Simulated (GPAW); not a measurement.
Write an ASE script for GPAW 26.7.0 that does the following.

| Property | Result |
| --- | --- |
| Task | dielectric tensor |
| Functional | PBE |
| Potentials or basis | GPAW PAW data sets (gpaw-data 1.2.1) |
| Cutoff | 600 eV |
| Basis | pw |
| k mesh | 6 × 6 × 6 |
| Occupations | fermi-dirac, width 0.001 eV |
| Spin | no spin polarisation |
| Response ecut | 80 eV |
| Maxiter | 150 |
| Response k mesh | 7 × 7 × 7 |
| Response bands | 60 |
| Kernels | ["RPA"] |
| Coarser k mesh | 7 × 7 × 7 |

The structure of BaTiO3 (Barioperovskite) lies in POSCAR:

```
BaTiO3
1.0
    3.9855000000      0.0000000000      0.0000000000
    0.0000000000      2.8369000000      2.8451500000
    0.0000000000     -2.8369000000      2.8451500000
Ba Ti O
1 1 3
Direct
    0.0000000000      0.0000000000      0.0000000000
    0.5000000000      0.5124000000      0.5124000000
    0.5000000000      0.9918400000      0.5052400000
    0.5000000000      0.5052400000      0.9918400000
    0.0000000000      0.4874000000      0.4874000000
```

These files were run (other wordings do the same):

run.py

```python
import numpy as np
from ase.dft.bandgap import bandgap
from ase.io import read, write
from gpaw import GPAW, PW
from gpaw.response.df import DielectricFunction

atoms = read('POSCAR')

calc = GPAW(mode=PW(600),
            xc='PBE',
            kpts={'size': (6, 6, 6), 'gamma': True},
            occupations={'name': 'fermi-dirac', 'width': 0.001},
            nbands=36,
            convergence={'density': 1e-06},
            maxiter=150,
            txt='gpaw.txt')
atoms.calc = calc
energy = atoms.get_potential_energy()
calc.write('gs.gpw')
write('result.traj', atoms)
print(f'Energy: {energy:.6f} eV')
print('Fermi level:', round(calc.get_fermi_level(), 4), 'eV')
print(f'Gap: {bandgap(calc)[0]:.4f} eV, direct: {bandgap(calc, direct=True)[0]:.4f} eV')

for size in [(7, 7, 7)]:
    name = 'x'.join(str(n) for n in size)
    dense = calc.fixed_density(kpts={'size': size, 'gamma': True},
                               nbands=66, convergence={'bands': 60, 'eigenstates': 1e-7},
                               update_fermi_level=True, txt=f'dense-{name}.txt')
    dense.write(f'{name}.gpw', mode='all')
    df = DielectricFunction(f'{name}.gpw', frequencies=np.array([0.0]), hilbert=False, eta=0.001,
                            ecut=80, nbands=60, intraband=False, txt=f'df-{name}.txt')
    for xc in ['RPA']:
        for direction in ['x', 'y', 'z', [0, 1, 1], [1, 0, 1], [1, 1, 0]]:
            e0, e = df.get_macroscopic_dielectric_constant(xc=xc, direction=direction)
            print(f'{name} {xc} {direction}: {e0:.4f} without, {e:.4f} with local fields')
```

Potentials or basis: GPAW PAW data sets (gpaw-data 1.2.1), pw.

Launch:

```bash
$ OMP_NUM_THREADS=1 python run.py
```

It gave:

```json
{"Band gap on the k mesh": "1.89 eV, indirect (least direct gap 2.09 eV)", "Electronic dielectric tensor (diagonal)": "5.92, 5.79, 5.70"}
```

Caveat: the long-wavelength limit can be off by several per cent where d states take part; spin-orbit coupling is left out, which moves the levels of the heavy elements; an odd mesh through Γ misses points on the zone boundary, where band edges often lie.

Wall time 9.2 min on 1 thread of Intel(R) Xeon(R) Processor @ 2.50GHz (Skylake/Cascade Lake), with other jobs on the host, peak memory 0.66 GiB.
